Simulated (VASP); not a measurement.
# Te2Mo (P2_1/m) in VASP: further runs

One crystal, Te2Mo, is run at these levels: PBE; tasks: single point.

Everything below comes from runs of VASP 6.6.1. Logs are shortened: lines on timing, memory, paths and dates and some standing lists are left out, and cuts for length are marked.

## 1. Starting point

It takes space group P2_1/m (No. 11, monoclinic). Conventional cell: a = 6.330 Å, b = 3.469 Å, c = 13.860 Å, α = 90.00°, β = 93.92°, γ = 90.00°. Around Te (site symmetry m) lie 3 Mo at 2.79 to 2.81 Å. Te (site symmetry m) has 3 Mo at 2.70 Å as nearest neighbours. Te (site symmetry m) has 3 Mo at 2.79 to 2.82 Å as nearest neighbours. Te (site symmetry m) has 3 Mo at 2.70 to 2.71 Å as nearest neighbours. Mo (site symmetry m) has 6 Te at 2.70 to 2.82 Å and 2 Mo at 2.89 Å as nearest neighbours. Mo (site symmetry m) has 6 Te at 2.70 to 2.81 Å and 2 Mo at 2.90 Å as nearest neighbours.

## 2. Single point, PBE

Input file INCAR:

```
PREC     = Accurate       # precision mode
ENCUT    = 520            # plane-wave cutoff, eV
EDIFF    = 1E-7           # SCF threshold, eV
ISMEAR   = 0              # smearing method
SIGMA    = 0.015          # smearing width, eV
LREAL    = F              # projectors in reciprocal space
LASPH    = T              # aspherical terms in the spheres
NELM     = 100            # most SCF steps
ALGO     = Fast           # electronic algorithm
ISIF     = 2              # what is computed and relaxed
LWAVE    = F              # write WAVECAR
LCHARG   = F              # write CHGCAR
GGA      = PE             # functional
NBANDS   = 64             # bands
```

Input file KPOINTS:

```
regular mesh
0
Gamma
  4 8 2
```

Input file POSCAR:

```
Te2Mo
1.0
    6.3300000000      0.0000000000      0.0000000000
    0.0000000000      3.4690000000      0.0000000000
   -0.9467947088      0.0000000000     13.8276237937
Te Mo
8 4
Direct
    0.9437000000      0.7500000000      0.6045000000
    0.0563000000      0.2500000000      0.3955000000
    0.9030000000      0.2500000000      0.8514000000
    0.0970000000      0.7500000000      0.1486000000
    0.4112000000      0.7500000000      0.8955000000
    0.5888000000      0.2500000000      0.1045000000
    0.4432000000      0.2500000000      0.6484000000
    0.5568000000      0.7500000000      0.3516000000
    0.8167000000      0.7500000000      0.9926000000
    0.1833000000      0.2500000000      0.0074000000
    0.6819000000      0.2500000000      0.4934000000
    0.3181000000      0.7500000000      0.5066000000
```

Potentials or basis: VASP PAW PBE potentials, release 64 (Te, Mo_sv).

Started as:

```console
$ cat potpaw_PBE.64/Te/POTCAR potpaw_PBE.64/Mo_sv/POTCAR > POTCAR
$ mpirun -np 1 vasp_std > vasp.out
```

OUTCAR:

```text
PREC = Accurate
   ENCUT = 520
   EDIFF = 1E-7
   ISMEAR = 0
   LREAL = F
   LASPH = T
   NELM = 100
   ISIF = 2
   GGA = PE

 ion  position               nearest neighbor table
   1  0.944  0.750  0.605-  11 2.79  11 2.79  12 2.81   2 3.49   2 3.49   7 3.62   7 3.62
   2  0.056  0.250  0.395-  12 2.79  12 2.79  11 2.81   1 3.49   1 3.49   8 3.62   8 3.62
   3  0.903  0.250  0.851-   9 2.70   9 2.70  10 2.70   5 3.65   5 3.65   5 3.67   5 3.67
   4  0.097  0.750  0.149-  10 2.70  10 2.70   9 2.70   6 3.65   6 3.65   6 3.67   6 3.67
   5  0.411  0.750  0.895-  10 2.79  10 2.79   9 2.82   6 3.50   6 3.50   3 3.65   3 3.65   3 3.67
                             3 3.67
   6  0.589  0.250  0.105-   9 2.79   9 2.79  10 2.82   5 3.50   5 3.50   4 3.65   4 3.65   4 3.67
                             4 3.67
   7  0.443  0.250  0.648-  12 2.70  12 2.70  11 2.71   1 3.62   1 3.62
   8  0.557  0.750  0.352-  11 2.70  11 2.70  12 2.71   2 3.62   2 3.62
   9  0.817  0.750  0.993-   3 2.70   3 2.70   4 2.70   6 2.79   6 2.79   5 2.82  10 2.89  10 2.89

  10  0.183  0.250  0.007-   4 2.70   4 2.70   3 2.70   5 2.79   5 2.79   6 2.82   9 2.89   9 2.89

  11  0.682  0.250  0.493-   8 2.70   8 2.70   7 2.71   1 2.79   1 2.79   2 2.81  12 2.90  12 2.90

  12  0.318  0.750  0.507-   7 2.70   7 2.70   8 2.71   2 2.79   2 2.79   1 2.81  11 2.90  11 2.90

  LATTYP: Found a simple monoclinic cell.
 ALAT       =     6.3300000000
 B/A-ratio  =     0.5480252765
 C/A-ratio  =     2.1895734597
 COS(beta)  =    -0.0683113066

  Lattice vectors:

 A1 = (   6.3300000000,   0.0000000000,   0.0000000000)
 A2 = (   0.0000000000,   3.4690000000,   0.0000000000)
 A3 = (  -0.9467947088,   0.0000000000,  13.8276237937)

Analysis of symmetry for initial positions (statically):
=====================================================================
 Subroutine PRICEL returns:
 Original cell was already a primitive cell.

 Routine SETGRP: Setting up the symmetry group for a
 simple monoclinic supercell.

 Subroutine GETGRP returns: Found  4 space group operations
 (whereof  2 operations were pure point group operations)
 out of a pool of  4 trial point group operations.

The static configuration has the point symmetry S_2 .
 The point group associated with its full space group is C_2h.

Analysis of symmetry for dynamics (positions and initial velocities):
=====================================================================
 Subroutine PRICEL returns:
 Original cell was already a primitive cell.

 Routine SETGRP: Setting up the symmetry group for a
 simple monoclinic supercell.

 Subroutine GETGRP returns: Found  4 space group operations
 (whereof  2 operations were pure point group operations)
 out of a pool of  4 trial point group operations.

The dynamic configuration has the point symmetry S_2 .
 The point group associated with its full space group is C_2h.

 Subroutine INISYM returns: Found  4 space group operations
 (whereof  2 operations are pure point group operations),
 and found     1 'primitive' translations

----------------------------------------------------------------------------------------

                                     Primitive cell

  volume of cell :     303.6376

  direct lattice vectors                    reciprocal lattice vectors
     6.330000000  0.000000000  0.000000000     0.157977883  0.000000000  0.010816943
     0.000000000  3.469000000  0.000000000     0.000000000  0.288267512  0.000000000
    -0.946794709  0.000000000 13.827623794     0.000000000  0.000000000  0.072319005

  length of vectors
     6.330000000  3.469000000 13.860000000     0.158347775  0.288267512  0.072319005

  position of ions in fractional coordinates (direct lattice)
     0.943700000  0.750000000  0.604500000
     0.056300000  0.250000000  0.395500000
     0.903000000  0.250000000  0.851400000
     0.097000000  0.750000000  0.148600000
     0.411200000  0.750000000  0.895500000
     0.588800000  0.250000000  0.104500000
     0.443200000  0.250000000  0.648400000
     0.556800000  0.750000000  0.351600000
     0.816700000  0.750000000  0.992600000
     0.183300000  0.250000000  0.007400000
     0.681900000  0.250000000  0.493400000
     0.318100000  0.750000000  0.506600000

  ion indices of the primitive-cell ions
   primitive index   ion index
                 1           1
                 2           2
                 3           3
                 4           4
                 5           5
                 6           6
                 7           7
                 8           8
                 9           9
                10          10
                11          11
                12          12

----------------------------------------------------------------------------------------

 KPOINTS: regular mesh

Automatic generation of k-mesh.
 Grid dimensions read from file:
 generate k-points for:    4    8    2

 Generating k-lattice:

  Cartesian coordinates                     Fractional coordinates (reciprocal lattice)
     0.039494471  0.000000000  0.002704236     0.250000000  0.000000000  0.000000000
     0.000000000  0.036033439  0.000000000     0.000000000  0.125000000  0.000000000
     0.000000000  0.000000000  0.036159503     0.000000000  0.000000000  0.500000000

  Length of vectors
     0.039586944  0.036033439  0.036159503

  Shift w.r.t. Gamma in fractional coordinates (k-lattice)
     0.000000000  0.000000000  0.000000000

 Subroutine IBZKPT returns following result:
 ===========================================

 Found     30 irreducible k-points:

 Following reciprocal coordinates:
            Coordinates               Weight
  0.000000  0.000000  0.000000      1.000000
  0.250000  0.000000  0.000000      2.000000
  0.500000  0.000000  0.000000      1.000000
  0.000000  0.125000  0.000000      2.000000
  0.250000  0.125000  0.000000      4.000000
  0.500000  0.125000  0.000000      2.000000
[... 16 lines left out ...]
  0.250000  0.250000  0.500000      4.000000
  0.500000  0.250000  0.500000      2.000000
 [... further k-points ...]
   k-points           NKPTS =     30   k-points in BZ     NKDIM =     30   number of bands    NBANDS=     64
   number of dos      NEDOS =    301   number of ions     NIONS =     12
   total plane-waves  NPLWV = 145152
   dimension x,y,z NGX =    48 NGY =   28 NGZ =  108
   dimension x,y,z NGXF=    96 NGYF=   56 NGZF=  216
   ions per type =               8   4
   NGX,Y,Z   is equivalent  to a cutoff of  12.61, 13.42, 12.95 a.u.
   NGXF,Y,Z  is equivalent  to a cutoff of  25.21, 26.84, 25.91 a.u.
 SYSTEM =  unknown system
   PREC   = accura    normal or accurate (medium, high low for compatibility)
   ISTART =      0    job   : 0-new  1-cont  2-samecut
   ICHARG =      2    charge: 1-file 2-atom 10-const
   ISPIN  =      1    spin polarized calculation?
   LNONCOLLINEAR =      F non collinear calculations
   LSORBIT =      F    spin-orbit coupling
   LASPH  =      T    aspherical Exc in radial PAW
   ENCUT  =  520.0 eV  38.22 Ry    6.18 a.u.  11.77  6.45 25.77*2*pi/ulx,y,z
   NELM   =    100;   NELMIN=  2; NELMDL= -5     # of ELM steps
   EDIFF  = 0.1E-06   stopping-criterion for ELM
   LREAL  =      F    real-space projection
   EDIFFG = 0.1E-05   stopping-criterion for IOM
   NSW    =      0    number of steps for IOM
   IBRION =     -1    ionic relax: 0-MD 1-quasi-New 2-CG
   NFREE  =      0    steps in history (QN), initial steepest desc. (CG)
   ISIF   =      2    stress and relaxation
   ISYM   =      2    0-nonsym 1-usesym 2-fastsym
   POTIM  = 0.5000    time-step for ionic-motion
   TEBEG  =    0.0;   TEEND  =   0.0 temperature during run
   PSTRESS=    0.0 pullay stress
   NELECT =     104.0000    total number of electrons
   NUPDOWN=      -1.0000    fix difference up-down
   EMIN   =  10.00;   EMAX   =-10.00  energy-range for DOS
   EFERMI =   0.00;   METHOD = LEGACY
   ISMEAR =     0;   SIGMA  =   0.01  broadening in eV -4-tet -1-fermi 0-gaus
   EFERMI_NEDOS =   21; number of points for ismear=-14 and -15
   IALGO  =     68    algorithm
   IMIX   =      4    mixing-type and parameters
     AMIX     =   0.40;   BMIX     =  1.00
     AMIX_MAG =   1.60;   BMIX_MAG =  1.00
  volume/ion in A,a.u.               =      25.30       170.75
  Fermi-wavevector in a.u.,A,eV,Ry     =   1.145427  2.164543 17.850885  1.312003
  Thomas-Fermi vector in A             =   2.282115
   LORBIT       =      0    0 simple, 1 ext, 2 COOP (PROOUT), +10 PAW based schemes
   GGA     = PE    functional components
   LHFCALC =     F    Hartree Fock is set to
   AEXX    =    0.0000 exact exchange contribution
   IVDW    =     0    specifies the selected vdW correction
   LEPSILON=     F    determine dielectric tensor
   LRPA    =     F    only Hartree local field effects (RPA)
 non-spin polarized calculation
 RMM-DIIS sequential band-by-band and
 Gauss-broadening in eV      SIGMA  =   0.01
  energy-cutoff  :      520.00
  volume of cell :      303.64
 maximum number of plane-waves:      8239
 NGX is ok and might be reduce to    48
   NGX = 23   NGY = 13   NGZ = 51

 number of electron     103.9999999 magnetization

 Free energy of the ion-electron system (eV)
  ---------------------------------------------------
  ext. energy  EPLUGINS =         0.00000000
  ---------------------------------------------------
  free energy    TOTEN  =       -71.78646639 eV

  energy without entropy =      -71.78555481  energy(sigma->0) =      -71.78601060

 E-fermi :   8.2322     XC(G=0): -10.3636

 val. band max:        8.2228336457   @ k =   0.0000   0.0000   0.5000
 cond. band min:       8.2350559600   @ k =   0.0000   0.1250   0.0000
 fundamental gap:      0.0122223143
 Fermi energy:         8.2321651160

 k-point     1 :       0.0000    0.0000    0.0000
  band No.  band energies     occupation
      1     -52.8401      2.00000
      2     -52.8216      2.00000
      3     -52.7832      2.00000
      4     -52.7633      2.00000
      5     -27.0937      2.00000
      6     -27.0806      2.00000
[... 1597 lines left out ...]
     63      10.5552      0.00000
     64      10.7240      0.00000

 [... further k-points ...]

------------------------ aborting loop because EDIFF is reached ----------------------------------------

  FORCE on cell =-STRESS in cart. coord.  units (eV):
  Direction    XX          YY          ZZ          XY          YZ          ZX
  --------------------------------------------------------------------------------------
  -------------------------------------------------------------------------------------
  Total        5.2940160      4.6567378      4.4204665      0.0000000      0.0000000      0.1771468
  in kB       27.9344590     24.5717904     23.3250789      0.0000000      0.0000000      0.9347349
  external PRESSURE =      25.2771094 kB  Pullay stress =       0.0000000 kB

 VOLUME and BASIS-vectors are now :
 -----------------------------------------------------------------------------
  energy-cutoff  :      520.00
  volume of cell :      303.64
      direct lattice vectors                 reciprocal lattice vectors
     6.330000000  0.000000000  0.000000000     0.157977883  0.000000000  0.010816943
     0.000000000  3.469000000  0.000000000     0.000000000  0.288267512  0.000000000
    -0.946794709  0.000000000 13.827623794     0.000000000  0.000000000  0.072319005

 POSITION                                       TOTAL-FORCE (eV/Angst)
 -----------------------------------------------------------------------------------
      5.40128      2.60175      8.35880         0.074993     -0.000000      0.060970
     -0.01808      0.86725      5.46883        -0.074993     -0.000000     -0.060970
      4.90989      0.86725     11.77284         0.004498     -0.000000     -0.159979
      0.47332      2.60175      2.05478        -0.004498     -0.000000      0.159979
      1.75504      2.60175     12.38264         0.042452      0.000000     -0.020012
      3.62816      0.86725      1.44499        -0.042452     -0.000000      0.020012
      2.19155      0.86725      8.96583        -0.014525     -0.000000      0.118672
      3.19165      2.60175      4.86179         0.014525     -0.000000     -0.118672
      4.22992      2.60175     13.72530         0.076673     -0.000000      0.031560
      1.15328      0.86725      0.10232        -0.076673     -0.000000     -0.031560
      3.84928      0.86725      6.82255        -0.139086     -0.000000      0.030670
      1.53393      2.60175      7.00507         0.139086     -0.000000     -0.030670
 -----------------------------------------------------------------------------------
    total drift:                               -0.000000      0.000000     -0.000000

  FREE ENERGIE OF THE ION-ELECTRON SYSTEM (eV)
  ---------------------------------------------------
  free  energy   TOTEN  =       -71.7864663869 eV

  energy  without entropy=      -71.7855548075  energy(sigma->0) =      -71.78601060
```

Wall time 7.7 min (1 thread of Intel Xeon 6975P-C (Granite Rapids), shared host); peak memory 0.66 GiB.

What came out:

```
Free energy            : -71.7865 eV
Pressure               : 2.5 GPa
Largest force          : 0.160 eV/Å
Band gap on the k mesh : none (metal or under the smearing width)
```

Forces in eV/Å, atoms in the order of the input:
```
Te   0.075  0.000  0.061
Te  -0.075  0.000 -0.061
Te   0.004  0.000 -0.160
Te  -0.004  0.000  0.160
Te   0.042  0.000 -0.020
Te  -0.042  0.000  0.020
Te  -0.015  0.000  0.119
Te   0.015  0.000 -0.119
Mo   0.077  0.000  0.032
Mo  -0.077  0.000 -0.032
Mo  -0.139  0.000  0.031
Mo   0.139  0.000 -0.031
```

Stress tensor (GPa, compression positive):
```
2.79 0.00 0.09
0.00 2.46 0.00
0.09 0.00 2.33
```

Levels at points of the mesh, in eV from the Fermi level:
```tsv
k point	band 48	band 49	band 50	band 51	band 52	band 53	band 54	band 55	band 56	band 57
(0.00, 0.00, 0.00)	-0.49	-0.42	-0.11	0.10	0.12	0.44	0.69	0.91	1.00	1.12
(0.50, 0.00, 0.00)	-0.89	-0.87	-0.83	-0.65	-0.55	-0.07	-0.01	0.90	0.92	1.45
(0.00, 0.50, 0.00)	-1.72	-1.51	-1.51	-1.45	-1.45	1.03	1.03	1.17	1.17	1.25
(0.50, 0.50, 0.00)	-1.80	-1.06	-1.06	-0.97	-0.97	1.02	1.02	1.08	1.08	1.75
(0.00, 0.00, 0.50)	-0.64	-0.06	-0.02	-0.01	-0.01	0.46	0.57	0.93	0.98	1.49
(0.50, 0.00, 0.50)	-0.89	-0.87	-0.82	-0.64	-0.40	-0.02	0.03	0.86	0.95	1.36
(0.00, 0.50, 0.50)	-1.75	-1.55	-1.55	-1.47	-1.47	1.02	1.02	1.16	1.16	1.28
(0.50, 0.50, 0.50)	-1.80	-1.05	-1.05	-0.97	-0.97	1.03	1.03	1.05	1.05	1.65
```

Spin-orbit coupling is left out, which matters for the levels of Te.

## 3. Single point, PBE

Input file INCAR:

```
ALGO     = Normal         # electronic algorithm
EDIFF    = 1E-6           # SCF threshold, eV
ENCUT    = 520            # plane-wave cutoff, eV
GGA      = PE             # functional
ISIF     = 2              # what is computed and relaxed
ISMEAR   = 0              # smearing method
LASPH    = True           # aspherical terms in the spheres
LCHARG   = False          # write CHGCAR
LREAL    = False          # projectors in reciprocal space
LWAVE    = False          # write WAVECAR
NBANDS   = 64             # bands
NELM     = 60             # most SCF steps
PREC     = Accurate       # precision mode
SIGMA    = 0.011          # smearing width, eV
```

Input file KPOINTS:

```
k-points
0
Gamma
  4 8 2
```

POSCAR is that of step 2.

Potentials or basis: VASP PAW PBE potentials, release 64 (Te, Mo_sv).

Started as:

```console
$ cat potpaw_PBE.64/Te/POTCAR potpaw_PBE.64/Mo_sv/POTCAR > POTCAR
$ mpirun -np 1 vasp_std > vasp.out
```

It took 13 min on 1 thread of Intel Xeon Platinum 8488C (Sapphire Rapids), shared host; peak memory 0.63 GiB.

Results (log left out):

```
Free energy            : -71.7862 eV
Pressure               : 2.5 GPa
Largest force          : 0.161 eV/Å
Band gap on the k mesh : none (metal or under the smearing width)
```

Forces in eV/Å, atoms in the order of the input:
```
Te   0.074  0.000  0.058
Te  -0.074  0.000 -0.058
Te   0.007  0.000 -0.160
Te  -0.007  0.000  0.160
Te   0.040  0.000 -0.015
Te  -0.040  0.000  0.015
Te  -0.013  0.000  0.119
Te   0.013  0.000 -0.119
Mo   0.073  0.000  0.036
Mo  -0.073  0.000 -0.036
Mo  -0.138  0.000  0.033
Mo   0.138  0.000 -0.033
```

Stress tensor (GPa, compression positive):
```
2.78 0.00 0.09
0.00 2.47 0.00
0.09 0.00 2.31
```

Levels at points of the mesh, in eV from the Fermi level:
```
           k point  band 48  band 49  band 50  band 51  band 52  band 53  band 54  band 55  band 56  band 57
(0.00, 0.00, 0.00)    -0.49    -0.42    -0.11     0.10     0.12     0.44     0.69     0.91     1.00     1.12
(0.50, 0.00, 0.00)    -0.89    -0.87    -0.83    -0.65    -0.55    -0.07    -0.01     0.90     0.92     1.45
(0.00, 0.50, 0.00)    -1.72    -1.51    -1.51    -1.46    -1.46     1.03     1.03     1.17     1.17     1.25
(0.50, 0.50, 0.00)    -1.80    -1.06    -1.06    -0.97    -0.97     1.02     1.02     1.08     1.08     1.75
(0.00, 0.00, 0.50)    -0.64    -0.06    -0.02    -0.01    -0.01     0.46     0.57     0.93     0.98     1.49
(0.50, 0.00, 0.50)    -0.89    -0.87    -0.82    -0.64    -0.40    -0.02     0.03     0.86     0.95     1.36
(0.00, 0.50, 0.50)    -1.75    -1.55    -1.55    -1.47    -1.47     1.02     1.02     1.16     1.16     1.28
(0.50, 0.50, 0.50)    -1.80    -1.05    -1.05    -0.97    -0.97     1.03     1.03     1.05     1.05     1.65
```

[end of part 1 of 2]
